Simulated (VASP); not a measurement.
# Pt (Fm-3m) in VASP: a series of runs

One crystal, Pt, is run at these levels: PBE; tasks: relaxation of cell and atoms.

All numbers are computed with VASP 6.6.1; they aren't measurements. Logs are shortened: lines on timing, memory, paths and dates and some standing lists are left out, and cuts for length are marked.

**1. The crystal as given**

It takes space group Fm-3m (No. 225, cubic). Conventional cell: a = 3.922 Å, b = 3.922 Å, c = 3.922 Å, α = 90.00°, β = 90.00°, γ = 90.00°. Pt (site symmetry m-3m) has 12 Pt at 2.77 Å as nearest neighbours.

**2. Relaxation of cell and atoms, PBE, non-collinear spin, zero start, spin-orbit coupling**

INCAR reads:

```
SYSTEM = Pt
PREC = Accurate
ENCUT = 520
EDIFF = 1E-7
ISMEAR = 0
SIGMA = 0.1
LREAL = .FALSE.
LASPH = .TRUE.
NELM = 60
ALGO = Normal
ISIF = 3
LWAVE = .FALSE.
LCHARG = .FALSE.
MAGMOM = 0 0 0
LORBIT = 11
LSORBIT = .TRUE.
GGA_COMPAT = .FALSE.
LMAXMIX = 4
GGA = PE
IBRION = 2
NSW = 80
EDIFFG = -0.002
KPAR = 4
```

KPOINTS reads:

```
Automatic mesh
0
G
  18 18 18
  0 0 0
```

POSCAR reads:

```
Pt
1.0
    0.0000000000      1.9609000000      1.9609000000
    1.9609000000      0.0000000000      1.9609000000
    1.9609000000      1.9609000000      0.0000000000
Pt
1
Direct
    0.0000000000      0.0000000000      0.0000000000
```

Potentials or basis: VASP PAW PBE potentials, release 64 (Pt).

Run with:

```sh
$ cat potpaw_PBE.64/Pt/POTCAR > POTCAR
$ mpirun -np 4 vasp_ncl > vasp.out
```

OUTCAR:

```text
SYSTEM = Pt
   PREC = Accurate
   ENCUT = 520
   EDIFF = 1E-7
   ISMEAR = 0
   LREAL = .FALSE.
   LASPH = .TRUE.
   NELM = 60
   ISIF = 3
   LORBIT = 11
   LSORBIT = .TRUE.
   GGA = PE
   IBRION = 2
   NSW = 80
   EDIFFG = -0.002

 ion  position               nearest neighbor table
   1  0.000  0.000  0.000-

  LATTYP: Found a face centered cubic cell.
 ALAT       =     3.9218000000

  Lattice vectors:

 A1 = (   0.0000000000,   1.9609000000,   1.9609000000)
 A2 = (   1.9609000000,   0.0000000000,   1.9609000000)
 A3 = (   1.9609000000,   1.9609000000,   0.0000000000)

Analysis of symmetry for initial positions (statically):
=====================================================================
 Subroutine PRICEL returns:
 Original cell was already a primitive cell.

 Routine SETGRP: Setting up the symmetry group for a
 face centered cubic supercell.

 Subroutine GETGRP returns: Found 48 space group operations
 (whereof 48 operations were pure point group operations)
 out of a pool of 48 trial point group operations.

The static configuration has the point symmetry O_h .

Analysis of symmetry for dynamics (positions and initial velocities):
=====================================================================
 Subroutine PRICEL returns:
 Original cell was already a primitive cell.

 Routine SETGRP: Setting up the symmetry group for a
 face centered cubic supercell.

 Subroutine GETGRP returns: Found 48 space group operations
 (whereof 48 operations were pure point group operations)
 out of a pool of 48 trial point group operations.

The dynamic configuration has the point symmetry O_h .

Analysis of structural, dynamic, and magnetic symmetry:
=====================================================================
 Subroutine PRICEL returns:
 Original cell was already a primitive cell.

 Routine SETGRP: Setting up the symmetry group for a
 face centered cubic supercell.

 Subroutine GETGRP returns: Found 48 space group operations
 (whereof 48 operations were pure point group operations)
 out of a pool of 48 trial point group operations.

The overall configuration has the point symmetry O_h .

 Subroutine INISYM returns: Found 48 space group operations
 (whereof 48 operations are pure point group operations),
 and found     1 'primitive' translations

----------------------------------------------------------------------------------------

                                     Primitive cell
[... 152 lines left out ...]
  -------------------------------------------------------------------------------------
  Total        0.9703166      0.9703166      0.9703166     -0.0000000      0.0000000     -0.0000000
  in kB      103.0926520    103.0926520    103.0926520     -0.0000000      0.0000000     -0.0000000
  external PRESSURE =     103.0926520 kB  Pullay stress =       0.0000000 kB
[... 24 lines left out ...]
 number of electron      10.0000001 magnetization       0.0000000     -0.0000000     -0.0000000

 number of electron      10.0000001 magnetization      -0.0000000      0.0000000      0.0000000

 E-fermi :   8.8893     XC(G=0): -12.6830

 val. band max:        8.8843851710   @ k =  -0.3333   0.3889   0.1111
 cond. band min:       8.8996239531   @ k =   0.5000   0.1667   0.0000
 fundamental gap:      0.0152387821
 Fermi energy:         8.8893209985

 k-point     1 :       0.0000    0.0000    0.0000
  band No.  band energies     occupation
      1       0.0551      1.00000
      2       0.0551      1.00000
      3       5.2965      1.00000
      4       5.2965      1.00000
      5       5.2965      1.00000
      6       5.2965      1.00000
[... 564 lines left out ...]
  FREE ENERGIE OF THE ION-ELECTRON SYSTEM (eV)
  ---------------------------------------------------
  free  energy   TOTEN  =        -6.4982518282 eV

  energy  without entropy=       -6.4898885154  energy(sigma->0) =       -6.49407017

[... ionic steps 4 to 14 ...]

--------------------------------------- Ionic step       15  -------------------------------------------

 number of electron      10.0000002 magnetization      -0.0000000      0.0000000      0.0000000

 number of electron      10.0000002 magnetization       0.0000000     -0.0000000     -0.0000000
[... 71 lines left out ...]
 number of electron      10.0000002 magnetization       0.0000000      0.0000000      0.0000000

 number of electron      10.0000002 magnetization      -0.0000000     -0.0000000     -0.0000000

 Free energy of the ion-electron system (eV)
  ---------------------------------------------------
  ext. energy  EPLUGINS =         0.00000000
  ---------------------------------------------------
  free energy    TOTEN  =        -6.49827866 eV

  energy without entropy =       -6.48992813  energy(sigma->0) =       -6.49410340

 E-fermi :  10.6173     XC(G=0): -13.2666

 val. band max:       10.6150281275   @ k =   0.5000   0.1111   0.0000
 cond. band min:      10.6289651164   @ k =   0.4444   0.2222   0.0000
 fundamental gap:      0.0139369888
 Fermi energy:        10.6173270011

 k-point     1 :       0.0000    0.0000    0.0000
  band No.  band energies     occupation
      1       0.7547      1.00000
      2       0.7547      1.00000
      3       6.5210      1.00000
      4       6.5210      1.00000
      5       6.5210      1.00000
      6       6.5210      1.00000
[... 523 lines left out ...]
  FREE ENERGIE OF THE ION-ELECTRON SYSTEM (eV)
  ---------------------------------------------------
  free  energy   TOTEN  =        -6.4982786648 eV

  energy  without entropy=       -6.4899281274  energy(sigma->0) =       -6.49410340

 reached required accuracy - stopping structural energy minimisation

 Spin-Orbit-Coupling matrix elements

 Ion:    1  E_soc:     -0.7885897
 l=   1
     0.0000000    -0.0316560    -0.0316560
    -0.0316560     0.0000000    -0.0316560
    -0.0316560    -0.0316560     0.0000000
 l=   2
     0.0000000    -0.0175716     0.0000000    -0.0175716    -0.0822040
    -0.0175716     0.0000000    -0.0616530    -0.0175716    -0.0205510
     0.0000000    -0.0616530     0.0000000    -0.0616530     0.0000000
    -0.0175716    -0.0175716    -0.0616530     0.0000000    -0.0205510
    -0.0822040    -0.0205510     0.0000000    -0.0205510     0.0000000
 l=   3
     0.0000000     0.0000000     0.0000000     0.0000000     0.0000000     0.0000000     0.0000000
     0.0000000     0.0000000     0.0000000     0.0000000     0.0000000     0.0000000     0.0000000
     0.0000000     0.0000000     0.0000000     0.0000000     0.0000000     0.0000000     0.0000000
     0.0000000     0.0000000     0.0000000     0.0000000     0.0000000     0.0000000     0.0000000
     0.0000000     0.0000000     0.0000000     0.0000000     0.0000000     0.0000000     0.0000000
     0.0000000     0.0000000     0.0000000     0.0000000     0.0000000     0.0000000     0.0000000
     0.0000000     0.0000000     0.0000000     0.0000000     0.0000000     0.0000000     0.0000000

 total charge

# of ion       s       p       d       tot
------------------------------------------
    1        0.622   0.583   7.997   9.203

 magnetization (x)

# of ion       s       p       d       tot
------------------------------------------
    1       -0.000   0.000   0.000   0.000

 magnetization (y)

# of ion       s       p       d       tot
------------------------------------------
    1        0.000   0.000   0.000   0.000

 magnetization (z)

# of ion       s       p       d       tot
------------------------------------------
    1        0.000   0.000  -0.000   0.000
```

CONTCAR:

```text
Pt
   1.00000000000000
     0.0000000000000000    1.9859745262422437    1.9859745262422437
     1.9859745262422437    0.0000000000000001    1.9859745262422437
     1.9859745262422437    1.9859745262422437   -0.0000000000000000
  Pt
     1
Direct
     0.0000000000000000    0.0000000000000000    0.0000000000000000

  0.00000000E+00  0.00000000E+00  0.00000000E+00
```

Run time: 1.8 min. Hardware: 4 MPI ranks of Intel Xeon 6975P-C (Granite Rapids), shared host; peak memory 0.25 GiB.

What came out:

```
Free energy                                           : -6.4983 eV
Relaxed volume                                        : 15.67 Å³/atom
Relaxed cell                                          : a = 2.809 Å, b = 2.809 Å, c = 2.809 Å, α = 60.00°, β = 60.00°, γ = 60.00°
Space group after relaxing (to 0.05 Å)                : Fm-3m (No. 225)
Energy gained by relaxing                             : 18.0 meV/atom
Ionic steps                                           : 17
Pressure after relaxing                               : 0.0 GPa
Net moment                                            : 0.00 μB per cell
Valence electrons inside the program's atomic spheres : Pt 9.20
```

Step by step:
```tsv
step	energy change (eV)	largest force (eV/Å)	pressure (GPa)	volume (Å³)
1	0.0000	0.0000	10.31	15.08
2	0.0860	0.0000	-18.26	17.30
3	-0.0180	0.0000	-0.34	15.69
4	-0.0180	0.0000	-0.03	15.67
5	-0.0180	0.0000	0.15	15.66
6	-0.0180	0.0000	0.16	15.66
7	-0.0180	0.0000	0.13	15.66
8	-0.0180	0.0000	0.13	15.66
9	-0.0180	0.0000	0.13	15.66
10	-0.0180	0.0000	0.13	15.66
11	-0.0180	0.0000	0.13	15.66
12	-0.0180	0.0000	0.12	15.66
13	-0.0180	0.0000	0.11	15.66
14	-0.0180	0.0000	0.09	15.66
15	-0.0180	0.0000	0.05	15.66
16	-0.0180	0.0000	-0.03	15.67
17	-0.0180	0.0000	0.00	15.67
```

Final structure:
```xyz
1
Lattice="0.0000 1.9860 1.9860 1.9860 0.0000 1.9860 1.9860 1.9860 0.0000" Properties=species:S:1:pos:R:3 pbc="T T T"
Pt    0.0000    0.0000    0.0000
```

Moments on the atoms (μB; x, y, z):
```
Pt  0.00 0.00 0.00
```

PBE usually gives volumes a little too large and moduli too small. Zero-point motion and thermal expansion aren't in these numbers.

**3. Relaxation of cell and atoms, PBE, non-collinear spin, zero start, spin-orbit coupling**

This run uses another cell than the first one, of 15.67 Å³/atom, 1.039 times its volume.

INCAR is that of step 2.

KPOINTS is that of step 2.

POSCAR reads:

```
Pt                                      
1.0
    0.0000000000      1.9859745262      1.9859745262
    1.9859745262      0.0000000000      1.9859745262
    1.9859745262      1.9859745262     -0.0000000000
  Pt            
     1
Direct
     0.0000000000000000    0.0000000000000000    0.0000000000000000
```

Potentials or basis: VASP PAW PBE potentials, release 64 (Pt).

Run with:

```sh
$ cat potpaw_PBE.64/Pt/POTCAR > POTCAR
$ mpirun -np 4 vasp_ncl > vasp.out
```

It took 18 s on 4 MPI ranks of Intel Xeon 6975P-C (Granite Rapids), shared host; peak memory 0.25 GiB.

Results (log left out):

```yaml
Free_energy: -6.4988 eV
Pressure_after_relaxing: 0.0 GPa
Net_moment: 0.00 μB per cell
Valence_electrons_inside_the_program's_atomic_spheres: Pt 9.20
```

Final structure:
```
Pt
1.0
     0.00000    1.98597    1.98597
     1.98597    0.00000    1.98597
     1.98597    1.98597    0.00000
Pt
1
Cartesian
  0.0000 0.0000 0.0000
```

Moments on the atoms (μB; x, y, z):
```
Pt  0.00 0.00 0.00
```

Caveat: the relaxation stopped at its first step, so nothing moved.
